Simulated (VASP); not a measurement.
# TiN (Fm-3m) in VASP: relaxation of cell and atoms with PBEsol

Aim: the relaxation of cell and atoms of TiN with PBEsol.

Program: VASP 6.6.1. These are calculated values, not measurements. Logs are shortened: lines on timing, memory, paths and dates and some standing lists are left out, and cuts for length are marked.

## (1) Starting point

Symmetry: Fm-3m, No. 225, cubic system. The conventional cell has a = 4.240 Å, b = 4.240 Å, c = 4.240 Å, α = 90.00°, β = 90.00°, γ = 90.00°. Ti (site symmetry m-3m) is surrounded by 6 N at 2.12 Å. N (site symmetry m-3m) has 6 Ti at 2.12 Å as nearest neighbours.

The cell was built by a generator and needn't be a form met in nature.

## (2) Relaxation of cell and atoms, PBEsol

Input file INCAR:

```
PREC = Accurate ; ENCUT = 600
EDIFF = 1E-6 ; ISMEAR = 1
SIGMA = 0.2 ; LREAL = F
LASPH = T ; NELM = 80
ALGO = Normal ; ISIF = 3
LWAVE = F ; LCHARG = F
GGA = PS ; IBRION = 2
NSW = 40 ; EDIFFG = -0.02
KPAR = 4
```

Input file KPOINTS:

```
regular mesh
0
Gamma
  16 16 16
```

Input file POSCAR:

```
TiN
1.0
    0.0000000000      2.1200000000      2.1200000000
    2.1200000000      0.0000000000      2.1200000000
    2.1200000000      2.1200000000      0.0000000000
Ti N
1 1
Direct
    0.0000000000      0.0000000000      0.0000000000
    0.5000000000      0.5000000000      0.5000000000
```

Potentials or basis: VASP PAW PBE potentials, release 64 (Ti_sv, N).

Launch:

```
> cat potpaw_PBE.64/Ti_sv/POTCAR potpaw_PBE.64/N/POTCAR > POTCAR
> mpirun -np 4 vasp_std > vasp.out
```

OUTCAR:

```text
PREC = Accurate
   ENCUT = 600
   EDIFF = 1E-6
   ISMEAR = 1
   LREAL = F
   LASPH = T
   NELM = 80
   ISIF = 3
   GGA = PS
   IBRION = 2
   NSW = 40
   EDIFFG = -0.02

 ion  position               nearest neighbor table
   1  0.000  0.000  0.000-   2 2.12   2 2.12   2 2.12   2 2.12   2 2.12   2 2.12
   2  0.500  0.500  0.500-   1 2.12   1 2.12   1 2.12   1 2.12   1 2.12   1 2.12

  LATTYP: Found a face centered cubic cell.
 ALAT       =     4.2400000000

  Lattice vectors:

 A1 = (   0.0000000000,   2.1200000000,   2.1200000000)
 A2 = (   2.1200000000,   0.0000000000,   2.1200000000)
 A3 = (   2.1200000000,   2.1200000000,   0.0000000000)

Analysis of symmetry for initial positions (statically):
=====================================================================
 Subroutine PRICEL returns:
 Original cell was already a primitive cell.

 Routine SETGRP: Setting up the symmetry group for a
 face centered cubic supercell.

 Subroutine GETGRP returns: Found 48 space group operations
 (whereof 48 operations were pure point group operations)
 out of a pool of 48 trial point group operations.

The static configuration has the point symmetry O_h .

Analysis of symmetry for dynamics (positions and initial velocities):
=====================================================================
 Subroutine PRICEL returns:
 Original cell was already a primitive cell.

 Routine SETGRP: Setting up the symmetry group for a
 face centered cubic supercell.

 Subroutine GETGRP returns: Found 48 space group operations
 (whereof 48 operations were pure point group operations)
 out of a pool of 48 trial point group operations.

The dynamic configuration has the point symmetry O_h .

 Subroutine INISYM returns: Found 48 space group operations
 (whereof 48 operations are pure point group operations),
 and found     1 'primitive' translations

----------------------------------------------------------------------------------------

                                     Primitive cell

  volume of cell :      19.0563

  direct lattice vectors                    reciprocal lattice vectors
     0.000000000  2.120000000  2.120000000    -0.235849057  0.235849057  0.235849057
     2.120000000  0.000000000  2.120000000     0.235849057 -0.235849057  0.235849057
[... 104 lines left out ...]
     AMIX     =   0.40;   BMIX     =  1.00
     AMIX_MAG =   1.60;   BMIX_MAG =  1.00
  volume/ion in A,a.u.               =       9.53        64.30
  Fermi-wavevector in a.u.,A,eV,Ry     =   1.575960  2.978133 33.792122  2.483651
  Thomas-Fermi vector in A             =   2.676865
   LORBIT       =      0    0 simple, 1 ext, 2 COOP (PROOUT), +10 PAW based schemes
   GGA     = PS    functional components
   LHFCALC =     F    Hartree Fock is set to
   AEXX    =    0.0000 exact exchange contribution
   IVDW    =     0    specifies the selected vdW correction
   LEPSILON=     F    determine dielectric tensor
   LRPA    =     F    only Hartree local field effects (RPA)
 conjugate gradient relaxation of ions
 non-spin polarized calculation
 Methfessel and Paxton  Order N= 1 SIGMA  =   0.20
  energy-cutoff  :      600.00
  volume of cell :       19.06
 maximum number of plane-waves:       652
   NGX = 11   NGY = 11   NGZ = 11

--------------------------------------- Ionic step        1  -------------------------------------------

 number of electron      17.0000002 magnetization

 Free energy of the ion-electron system (eV)
  ---------------------------------------------------
  ext. energy  EPLUGINS =         0.00000000
  ---------------------------------------------------
  free energy    TOTEN  =       -20.77339853 eV

  energy without entropy =      -20.77264762  energy(sigma->0) =      -20.77314823

------------------------ aborting loop because EDIFF is reached ----------------------------------------

  FORCE on cell =-STRESS in cart. coord.  units (eV):
  Direction    XX          YY          ZZ          XY          YZ          ZX
  --------------------------------------------------------------------------------------
  -------------------------------------------------------------------------------------
  Total       -0.8323087     -0.8323087     -0.8323087      0.0000000      0.0000000      0.0000000
  in kB      -69.9773392    -69.9773392    -69.9773392      0.0000000      0.0000000      0.0000000
  external PRESSURE =     -69.9773392 kB  Pullay stress =       0.0000000 kB
[... 59 lines left out ...]
--------------------------------------- Ionic step        3  -------------------------------------------

 number of electron      16.9999998 magnetization

 Free energy of the ion-electron system (eV)
  ---------------------------------------------------
  ext. energy  EPLUGINS =         0.00000000
  ---------------------------------------------------
  free energy    TOTEN  =       -20.78365529 eV

  energy without entropy =      -20.78278214  energy(sigma->0) =      -20.78336424

 E-fermi :  11.6554     XC(G=0): -13.3642

 val. band max:       11.6377964542   @ k =  -0.3750   0.4375   0.1875
 cond. band min:      11.6615815480   @ k =   0.4375   0.1875   0.0625
 fundamental gap:      0.0237850938
 Fermi energy:        11.6554481239

 k-point     1 :       0.0000    0.0000    0.0000
  band No.  band energies     occupation
      1     -45.9140      2.00000
      2     -21.9746      2.00000
      3     -21.9746      2.00000
      4     -21.9746      2.00000
      5      -5.5388      2.00000
      6       9.6068      2.00000
      7       9.6068      2.00000
      8       9.6068      2.00000
      9      11.0044      2.00004
     10      11.0044      2.00004
     11      11.0044      2.00004
     12      12.2527     -0.00020
[... 331 lines left out ...]
 k-point    24 :      -0.0625    0.0625    0.0000
  band No.  band energies     occupation
      1     -45.9030      2.00000
      2     -22.0440      2.00000
      3     -21.9923      2.00000
      4     -21.9756      2.00000
      5      -5.3275      2.00000
      6       8.4984      2.00000
      7       8.7233      2.00000
      8       9.0447      2.00000
      9      11.1267      2.00119
     10      11.4372      2.06437
     11      11.5496      1.77155
     12      12.7136     -0.00000

 [... further k-points ...]

------------------------ aborting loop because EDIFF is reached ----------------------------------------

  FORCE on cell =-STRESS in cart. coord.  units (eV):
  Direction    XX          YY          ZZ          XY          YZ          ZX
  --------------------------------------------------------------------------------------
  -------------------------------------------------------------------------------------
  Total       -0.0044654     -0.0044654     -0.0044654     -0.0000000     -0.0000000     -0.0000000
  in kB       -0.3846591     -0.3846591     -0.3846591     -0.0000000     -0.0000000     -0.0000000
  external PRESSURE =      -0.3846591 kB  Pullay stress =       0.0000000 kB
[... 17 lines left out ...]
  FREE ENERGIE OF THE ION-ELECTRON SYSTEM (eV)
  ---------------------------------------------------
  free  energy   TOTEN  =       -20.7836552927 eV

  energy  without entropy=      -20.7827821428  energy(sigma->0) =      -20.78336424

 reached required accuracy - stopping structural energy minimisation
```

OSZICAR:

```text
N       E                     dE             d eps       ncg     rms          rms(c)
DAV:   1     0.153282702274E+03    0.15328E+03   -0.98168E+03  3480   0.186E+03
DAV:   2    -0.114213418466E+02   -0.16470E+03   -0.15795E+03  3636   0.441E+02
DAV:   3    -0.250447436102E+02   -0.13623E+02   -0.13190E+02  4288   0.125E+02
[... 32 lines left out ...]
DAV:   6    -0.207815106855E+02   -0.44610E-03   -0.28072E-04  3884   0.143E-01    0.186E-01
DAV:   7    -0.207835859649E+02   -0.20753E-02   -0.35100E-03  4284   0.514E-01    0.554E-02
DAV:   8    -0.207836183610E+02   -0.32396E-04   -0.79026E-04  4384   0.240E-01    0.289E-02
DAV:   9    -0.207836511126E+02   -0.32752E-04   -0.66401E-05  4596   0.572E-02    0.184E-02
DAV:  10    -0.207836557360E+02   -0.46233E-05   -0.17179E-05  4500   0.284E-02    0.128E-02
DAV:  11    -0.207836552927E+02    0.44327E-06   -0.14860E-06  2260   0.164E-02
   3 F= -.20783655E+02 E0= -.20783364E+02  d E =-.102568E-01
```

It took 28 s on 4 MPI ranks of Intel Xeon Platinum 8559C (Emerald Rapids), shared host; peak memory 0.17 GiB.

Results:

| Quantity | Value |
| --- | --- |
| Free energy | -20.7837 eV |
| Relaxed volume | 9.30 Å³/atom |
| Relaxed cell | a = 2.974 Å, b = 2.974 Å, c = 2.974 Å, α = 60.00°, β = 60.00°, γ = 60.00° |
| Space group after relaxing (to 0.05 Å) | Fm-3m (No. 225) |
| Energy gained by relaxing | 5.1 meV/atom |
| Ionic steps | 3 |
| Pressure after relaxing | 0.0 GPa |
| Band gap on the k mesh | none (metal or under the smearing width) |

Step by step:
```csv
step,energy change (eV),largest force (eV/Å),pressure (GPa),volume (Å³)
1,0.0000,0.0000,-7.00,19.06
2,0.0132,0.0000,11.69,17.93
3,-0.0103,0.0000,-0.04,18.60
```

Final structure:
```
Ti N
1.0
     0.00000    2.10292    2.10292
     2.10292    0.00000    2.10292
     2.10292    2.10292    0.00000
Ti N
1 1
Direct
  0.00000 0.00000 0.00000
  0.50000 0.50000 0.50000
```

Caveat: the PAW data sets were made with another functional, which shifts forces and pressure a little.
